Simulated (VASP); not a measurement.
# Sn (Fd-3m) in VASP: band structure with PBE

Aim: the band structure of Sn with PBE.

Program: VASP 6.6.1. These are calculated values, not measurements. Logs are shortened: lines on timing, memory, paths and dates and some standing lists are left out, and cuts for length are marked.

### Step 1. The crystal as given

It takes space group Fd-3m (No. 227, cubic). Conventional cell: a = 6.651 Å, b = 6.651 Å, c = 6.651 Å, α = 90.00°, β = 90.00°, γ = 90.00°. Sn (site symmetry -43m) is surrounded by 4 Sn at 2.88 Å.

This isn't the form of Sn at room conditions, which is tetragonal (white tin).

### Step 2. Band structure, PBE

File POSCAR:

```
Sn                                      
1.0
    0.0000000000      3.3253620793      3.3253620793
    3.3253620793      0.0000000000      3.3253620793
    3.3253620793      3.3253620793      0.0000000000
  Sn            
     2
Direct
     0.0000000000000000    0.0000000000000000    0.0000000000000000
     0.2500000000000000    0.2500000000000000    0.2500000000000000
```

File INCAR.step1:

```
SYSTEM = Sn
PREC = Accurate
ENCUT = 520
EDIFF = 1E-7
ISMEAR = 0
SIGMA = 0.02
LREAL = .False.
LASPH = .True.
NELM = 100
ALGO = Normal
ISIF = 2
LWAVE = .False.
LCHARG = .True.
GGA = PE
NBANDS = 21
```

File KPOINTS.step1:

```
Automatic mesh
0
Gamma
  8 8 8
  0 0 0
```

File INCAR.step2:

```
SYSTEM = Sn
PREC = Accurate
ENCUT = 520
EDIFF = 1E-7
ISMEAR = 0
SIGMA = 0.05
LREAL = .False.
LASPH = .True.
NELM = 100
ALGO = Normal
ISIF = 2
LWAVE = .False.
LCHARG = .False.
GGA = PE
NBANDS = 21
ICHARG = 11
```

File KPOINTS.step2:

```
path GXWKGLUWLK,UX
10
line-mode
reciprocal
 0.0000000000  0.0000000000  0.0000000000  G
 0.5000000000  0.0000000000  0.5000000000  X

 0.5000000000  0.0000000000  0.5000000000  X
 0.5000000000  0.2500000000  0.7500000000  W

 0.5000000000  0.2500000000  0.7500000000  W
 0.3750000000  0.3750000000  0.7500000000  K

 0.3750000000  0.3750000000  0.7500000000  K
 0.0000000000  0.0000000000  0.0000000000  G

 0.0000000000  0.0000000000  0.0000000000  G
 0.5000000000  0.5000000000  0.5000000000  L

 0.5000000000  0.5000000000  0.5000000000  L
 0.6250000000  0.2500000000  0.6250000000  U

 0.6250000000  0.2500000000  0.6250000000  U
 0.5000000000  0.2500000000  0.7500000000  W

 0.5000000000  0.2500000000  0.7500000000  W
 0.5000000000  0.5000000000  0.5000000000  L

 0.5000000000  0.5000000000  0.5000000000  L
 0.3750000000  0.3750000000  0.7500000000  K

 0.6250000000  0.2500000000  0.6250000000  U
 0.5000000000  0.0000000000  0.5000000000  X
```

Potentials or basis: VASP PAW PBE potentials, release 64 (Sn_d).

Command:

```sh
$ cat potpaw_PBE.64/Sn_d/POTCAR > POTCAR
$ cp INCAR.step1 INCAR
$ cp KPOINTS.step1 KPOINTS
$ mpirun -np 1 vasp_std > vasp.out
$ cp INCAR.step2 INCAR
$ cp KPOINTS.step2 KPOINTS
$ mpirun -np 1 vasp_std > vasp.out
```

OUTCAR:

```text
SYSTEM = Sn
   PREC = Accurate
   ENCUT = 520
   EDIFF = 1E-7
   ISMEAR = 0
   LREAL = .False.
   LASPH = .True.
   NELM = 100
   ISIF = 2
   GGA = PE
   ICHARG = 11

 ion  position               nearest neighbor table
   1  0.000  0.000  0.000-   2 2.88   2 2.88   2 2.88   2 2.88
   2  0.250  0.250  0.250-   1 2.88   1 2.88   1 2.88   1 2.88

  LATTYP: Found a face centered cubic cell.
 ALAT       =     6.6507241586

  Lattice vectors:

 A1 = (   0.0000000000,   3.3253620793,   3.3253620793)
 A2 = (   3.3253620793,   0.0000000000,   3.3253620793)
 A3 = (   3.3253620793,   3.3253620793,   0.0000000000)

Analysis of symmetry for initial positions (statically):
=====================================================================
 Subroutine PRICEL returns:
 Original cell was already a primitive cell.

 Routine SETGRP: Setting up the symmetry group for a
 face centered cubic supercell.

 Subroutine GETGRP returns: Found 48 space group operations
 (whereof 24 operations were pure point group operations)
 out of a pool of 48 trial point group operations.

The static configuration has the point symmetry T_d .
 The point group associated with its full space group is O_h .

Analysis of symmetry for dynamics (positions and initial velocities):
=====================================================================
 Subroutine PRICEL returns:
 Original cell was already a primitive cell.

 Routine SETGRP: Setting up the symmetry group for a
 face centered cubic supercell.

 Subroutine GETGRP returns: Found 48 space group operations
 (whereof 24 operations were pure point group operations)
 out of a pool of 48 trial point group operations.

The dynamic configuration has the point symmetry T_d .
 The point group associated with its full space group is O_h .

 Subroutine INISYM returns: Found 48 space group operations
 (whereof 24 operations are pure point group operations),
 and found     1 'primitive' translations

----------------------------------------------------------------------------------------

                                     Primitive cell

  volume of cell :      73.5439

  direct lattice vectors                    reciprocal lattice vectors
     0.000000000  3.325362079  3.325362079    -0.150359566  0.150359566  0.150359566
     3.325362079  0.000000000  3.325362079     0.150359566 -0.150359566  0.150359566
     3.325362079  3.325362079  0.000000000     0.150359566  0.150359566 -0.150359566

  length of vectors
     4.702772152  4.702772152  4.702772152     0.260430408  0.260430408  0.260430408

  position of ions in fractional coordinates (direct lattice)
     0.000000000  0.000000000  0.000000000
     0.250000000  0.250000000  0.250000000

  ion indices of the primitive-cell ions
   primitive index   ion index
                 1           1
                 2           2

----------------------------------------------------------------------------------------

 KPOINTS: path GXWKGLUWLK,UX

Interpolating k-points between supplied coordinates.

 Line segments in fractional coordinates (reciprocal lattice):
    0.000000  0.000000  0.000000  ...  0.500000  0.000000  0.500000
    0.500000  0.000000  0.500000  ...  0.500000  0.250000  0.750000
    0.500000  0.250000  0.750000  ...  0.375000  0.375000  0.750000
    0.375000  0.375000  0.750000  ...  0.000000  0.000000  0.000000
    0.000000  0.000000  0.000000  ...  0.500000  0.500000  0.500000
    0.500000  0.500000  0.500000  ...  0.625000  0.250000  0.625000
    0.625000  0.250000  0.625000  ...  0.500000  0.250000  0.750000
    0.500000  0.250000  0.750000  ...  0.500000  0.500000  0.500000
    0.500000  0.500000  0.500000  ...  0.375000  0.375000  0.750000
    0.625000  0.250000  0.625000  ...  0.500000  0.000000  0.500000

 Generated    10 points on each line segment, for a total of    100 k-points:

 Following reciprocal coordinates:
            Coordinates               Weight
  0.000000  0.000000  0.000000      0.010000
  0.055556  0.000000  0.055556      0.010000
  0.111111  0.000000  0.111111      0.010000
  0.166667  0.000000  0.166667      0.010000
  0.222222  0.000000  0.222222      0.010000
  0.277778  0.000000  0.277778      0.010000
[... 16 lines left out ...]
  0.472222  0.277778  0.750000      0.010000
  0.458333  0.291667  0.750000      0.010000
 [... further k-points ...]
   k-points           NKPTS =    100   k-points in BZ     NKDIM =    100   number of bands    NBANDS=     21
   number of dos      NEDOS =    301   number of ions     NIONS =      2
   total plane-waves  NPLWV =  46656
   dimension x,y,z NGX =    36 NGY =   36 NGZ =   36
   dimension x,y,z NGXF=    72 NGYF=   72 NGZF=   72
   ions per type =               2
   NGX,Y,Z   is equivalent  to a cutoff of  12.73, 12.73, 12.73 a.u.
   NGXF,Y,Z  is equivalent  to a cutoff of  25.45, 25.45, 25.45 a.u.
 SYSTEM =  Sn
   PREC   = accura    normal or accurate (medium, high low for compatibility)
   ISTART =      0    job   : 0-new  1-cont  2-samecut
   ICHARG =     11    charge: 1-file 2-atom 10-const
   ISPIN  =      1    spin polarized calculation?
   LNONCOLLINEAR =      F non collinear calculations
   LSORBIT =      F    spin-orbit coupling
   LASPH  =      T    aspherical Exc in radial PAW
   ENCUT  =  520.0 eV  38.22 Ry    6.18 a.u.   8.74  8.74  8.74*2*pi/ulx,y,z
   NELM   =    100;   NELMIN=  2; NELMDL=  0     # of ELM steps
   EDIFF  = 0.1E-06   stopping-criterion for ELM
   LREAL  =      F    real-space projection
   EDIFFG = 0.1E-05   stopping-criterion for IOM
   NSW    =      0    number of steps for IOM
   IBRION =     -1    ionic relax: 0-MD 1-quasi-New 2-CG
   NFREE  =      0    steps in history (QN), initial steepest desc. (CG)
   ISIF   =      2    stress and relaxation
   ISYM   =      2    0-nonsym 1-usesym 2-fastsym
   POTIM  = 0.5000    time-step for ionic-motion
   TEBEG  =    0.0;   TEEND  =   0.0 temperature during run
   PSTRESS=    0.0 pullay stress
   NELECT =      28.0000    total number of electrons
   NUPDOWN=      -1.0000    fix difference up-down
   EMIN   =  10.00;   EMAX   =-10.00  energy-range for DOS
   EFERMI =   0.00;   METHOD = LEGACY
   ISMEAR =     0;   SIGMA  =   0.05  broadening in eV -4-tet -1-fermi 0-gaus
   EFERMI_NEDOS =   21; number of points for ismear=-14 and -15
   IALGO  =     38    algorithm
   IMIX   =      4    mixing-type and parameters
     AMIX     =   0.40;   BMIX     =  1.00
     AMIX_MAG =   1.60;   BMIX_MAG =  1.00
  volume/ion in A,a.u.               =      36.77       248.15
  Fermi-wavevector in a.u.,A,eV,Ry     =   1.186530  2.242216 19.154995  1.407852
  Thomas-Fermi vector in A             =   2.322700
   LORBIT       =      0    0 simple, 1 ext, 2 COOP (PROOUT), +10 PAW based schemes
   GGA     = PE    functional components
   LHFCALC =     F    Hartree Fock is set to
   AEXX    =    0.0000 exact exchange contribution
   IVDW    =     0    specifies the selected vdW correction
   LEPSILON=     F    determine dielectric tensor
   LRPA    =     F    only Hartree local field effects (RPA)
 non-spin polarized calculation
 Gauss-broadening in eV      SIGMA  =   0.05
  energy-cutoff  :      520.00
  volume of cell :       73.54
 maximum number of plane-waves:      2006
 NGX is ok and might be reduce to    36

 number of electron      28.0000006 magnetization

 Free energy of the ion-electron system (eV)
  ---------------------------------------------------
  ext. energy  EPLUGINS =         0.00000000
  ---------------------------------------------------
  free energy    TOTEN  =        -7.79062679 eV

  energy without entropy =       -7.78838216  energy(sigma->0) =       -7.78950447

 E-fermi :   4.9311     XC(G=0):  -8.5548

 val. band max:        4.9221645418   @ k =   0.0556   0.0556   0.0556
 cond. band min:       4.9473867677   @ k =   0.0417   0.0417   0.0833
 fundamental gap:      0.0252222259
 Fermi energy:         4.9310544892

 k-point     1 :       0.0000    0.0000    0.0000
  band No.  band energies     occupation
      1     -16.6592      2.00000
      2     -16.6592      2.00000
      3     -16.6592      2.00000
      4     -16.6087      2.00000
      5     -16.6087      2.00000
      6     -16.3554      2.00000
[... 13 lines left out ...]
     20      12.6809      0.00000
     21      12.6809      0.00000

 k-point     2 :       0.0556    0.0000    0.0556
  band No.  band energies     occupation
      1     -16.6610      2.00000
      2     -16.6607      2.00000
      3     -16.6607      2.00000
      4     -16.6067      2.00000
      5     -16.6030      2.00000
      6     -16.3721      2.00000
[... 13 lines left out ...]
     20      11.9900      0.00000
     21      12.7143      0.00000

 k-point     3 :       0.1111    0.0000    0.1111
  band No.  band energies     occupation
      1     -16.6649      2.00000
      2     -16.6649      2.00000
      3     -16.6640      2.00000
      4     -16.6008      2.00000
      5     -16.5883      2.00000
      6     -16.3940      2.00000
[... 13 lines left out ...]
     20      11.1794      0.00000
     21      12.8148      0.00000

 k-point     4 :       0.1667    0.0000    0.1667
  band No.  band energies     occupation
      1     -16.6712      2.00000
      2     -16.6712      2.00000
      3     -16.6651      2.00000
      4     -16.5912      2.00000
      5     -16.5682      2.00000
      6     -16.4191      2.00000
[... 13 lines left out ...]
     20      11.3446      0.00000
     21      12.9824      0.00000

 k-point     5 :       0.2222    0.0000    0.2222
  band No.  band energies     occupation
      1     -16.6784      2.00000
      2     -16.6784      2.00000
      3     -16.6626      2.00000
      4     -16.5782      2.00000
      5     -16.5446      2.00000
      6     -16.4466      2.00000
[... 13 lines left out ...]
     20      12.2038      0.00000
     21      13.2176      0.00000
[... 382 lines left out ...]
     20      13.5206      0.00000
     21      14.8076      0.00000

 k-point    22 :       0.4861    0.2639    0.7500
  band No.  band energies     occupation
      1     -16.7163      2.00000
      2     -16.7144      2.00000
      3     -16.5479      2.00000
      4     -16.5369      2.00000
      5     -16.4894      2.00000
      6     -16.4822      2.00000
[... 13 lines left out ...]
     20      13.6937      0.00000
     21      14.6492      0.00000

 k-point    23 :       0.4722    0.2778    0.7500
  band No.  band energies     occupation
      1     -16.7170      2.00000
      2     -16.7129      2.00000
      3     -16.5544      2.00000
      4     -16.5325      2.00000
      5     -16.4918      2.00000
      6     -16.4790      2.00000
[... 13 lines left out ...]
     20      13.7800      0.00000
     21      14.5576      0.00000

 k-point    24 :       0.4583    0.2917    0.7500
  band No.  band energies     occupation
      1     -16.7176      2.00000
      2     -16.7111      2.00000
      3     -16.5612      2.00000
      4     -16.5288      2.00000
      5     -16.4932      2.00000
      6     -16.4763      2.00000
[... 13 lines left out ...]
     20      13.7168      0.00000
     21      14.5979      0.00000

 [... further k-points ...]

------------------------ aborting loop because EDIFF is reached ----------------------------------------

  FORCE on cell =-STRESS in cart. coord.  units (eV):
  Direction    XX          YY          ZZ          XY          YZ          ZX
  --------------------------------------------------------------------------------------
  -------------------------------------------------------------------------------------
  Total        1.2049215      1.2049215      1.2049215      0.0000000     -0.0000000      0.0000000
  in kB       26.2495908     26.2495908     26.2495908      0.0000000     -0.0000000      0.0000000
  external PRESSURE =      26.2495908 kB  Pullay stress =       0.0000000 kB

 VOLUME and BASIS-vectors are now :
 -----------------------------------------------------------------------------
  energy-cutoff  :      520.00
  volume of cell :       73.54
      direct lattice vectors                 reciprocal lattice vectors
     0.000000000  3.325362079  3.325362079    -0.150359566  0.150359566  0.150359566
     3.325362079  0.000000000  3.325362079     0.150359566 -0.150359566  0.150359566
     3.325362079  3.325362079  0.000000000     0.150359566  0.150359566 -0.150359566

 POSITION                                       TOTAL-FORCE (eV/Angst)
 -----------------------------------------------------------------------------------
      0.00000      0.00000      0.00000         0.000000      0.000000      0.000000
      1.66268      1.66268      1.66268        -0.000000     -0.000000     -0.000000
 -----------------------------------------------------------------------------------
    total drift:                                0.000000      0.000000      0.000000

  FREE ENERGIE OF THE ION-ELECTRON SYSTEM (eV)
  ---------------------------------------------------
  free  energy   TOTEN  =        -7.7906267897 eV

  energy  without entropy=       -7.7883821559  energy(sigma->0) =       -7.78950447
```

It took 1.8 min on 1 thread of Intel Xeon Platinum 8488C (Sapphire Rapids), shared host; peak memory 0.27 GiB.

Results:

| Item | Value |
| --- | --- |
| Band gap along the path | none (metal or under the smearing width) |

Levels at the corners of the path, in eV from the Fermi level:
```csv
point,band 11,band 12,band 13,band 14,band 15,band 16,band 17,band 18
Γ,-9.99,-1.00,0.22,0.22,0.22,2.29,2.29,2.29
X,-7.14,-7.14,-2.09,-2.09,1.04,1.04,7.40,7.40
X,-7.14,-7.14,-2.09,-2.09,1.04,1.04,7.40,7.40
W,-7.09,-7.09,-2.61,-2.61,3.35,3.35,4.15,4.15
W,-7.09,-7.09,-2.61,-2.61,3.35,3.35,4.15,4.15
K,-7.53,-6.68,-2.91,-1.77,1.27,3.39,5.59,5.88
K,-7.53,-6.68,-2.91,-1.77,1.27,3.39,5.59,5.88
Γ,-9.99,-1.00,0.22,0.22,0.22,2.29,2.29,2.29
Γ,-9.99,-1.00,0.22,0.22,0.22,2.29,2.29,2.29
L,-8.52,-5.90,-0.87,-0.87,0.00,3.34,3.34,5.83
L,-8.52,-5.90,-0.87,-0.87,0.00,3.34,3.34,5.83
U,-7.53,-6.68,-2.91,-1.77,1.27,3.39,5.59,5.88
U,-7.53,-6.68,-2.91,-1.77,1.27,3.39,5.59,5.88
W,-7.09,-7.09,-2.61,-2.61,3.35,3.35,4.15,4.15
W,-7.09,-7.09,-2.61,-2.61,3.35,3.35,4.15,4.15
L,-8.52,-5.90,-0.87,-0.87,0.00,3.34,3.34,5.83
L,-8.52,-5.90,-0.87,-0.87,0.00,3.34,3.34,5.83
K,-7.53,-6.68,-2.91,-1.77,1.27,3.39,5.59,5.88
U,-7.53,-6.68,-2.91,-1.77,1.27,3.39,5.59,5.88
X,-7.14,-7.14,-2.09,-2.09,1.04,1.04,7.40,7.40
```

Caveat: the log is that of the step along the path at fixed density, whose energy, stress, charges and moments have no meaning; spin-orbit coupling is left out, which moves the levels of the heavy elements.
